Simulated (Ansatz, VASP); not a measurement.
## SnSe2: VASP beside Ansatz

```
Sn Se
1.0
     3.87621    0.00000    0.00000
    -1.93810    3.30728    0.00000
     0.00000    0.00000    6.14557
Sn Se
1 2
Direct
  0.00000 0.00000 0.00000
  0.33333 0.66667 0.25807
  0.66667 0.33333 0.74193
```

Change from the starting cell: strain +0.0150 x Voigt [1, 0, 0, 0, 0, 0], atoms carried along.

Alike in both runs: task single point; functional PBEsol; k mesh 12 × 12 × 6; occupations gaussian, width 0.05 eV; no spin polarisation.

|  | VASP | Ansatz |
| --- | --- | --- |
| version | VASP 6.6.1 | Ansatz 0.2.0 |
| potentials or method | VASP PAW PBE potentials, release 64 (Sn_d, Se) | scalar-relativistic, plane waves, PAW |
| plane-wave cutoff (eV) | 520 | 420 |
| valence electrons in the cell | 26 | 46 |

Ansatz gave:

* gap on the k mesh at the Fermi level (eV): 0.38
* least direct gap on the mesh (eV): 0.84
* pressure (GPa): -1.0
* largest component of the traceless stress (GPa): 0.69
* rms of the force components (eV/Å): 0.037

Problem. Which values does VASP return?

Solution. gap on the k mesh at the Fermi level (eV): 0.37; least direct gap on the mesh (eV): 0.83; pressure (GPa): -0.9; largest component of the traceless stress (GPa): 0.69; rms of the force components (eV/Å): 0.028.

Atom by atom the forces differ by 0.009 eV/Å (rms over components). With one functional, cell and mesh, what is left measures potentials, basis and numerics. The two sets of potentials don't hold the same shells in valence.

Caveats: the PAW data sets were made with another functional, which shifts forces and pressure a little (VASP); spin-orbit coupling is left out, which moves the levels of the heavy elements; the cell's inner coordinates are idealised or old, which leaves forces on the atoms; this functional lacks dispersion, which binds the layers, so the pressure and a relaxed spacing across them are unreliable.
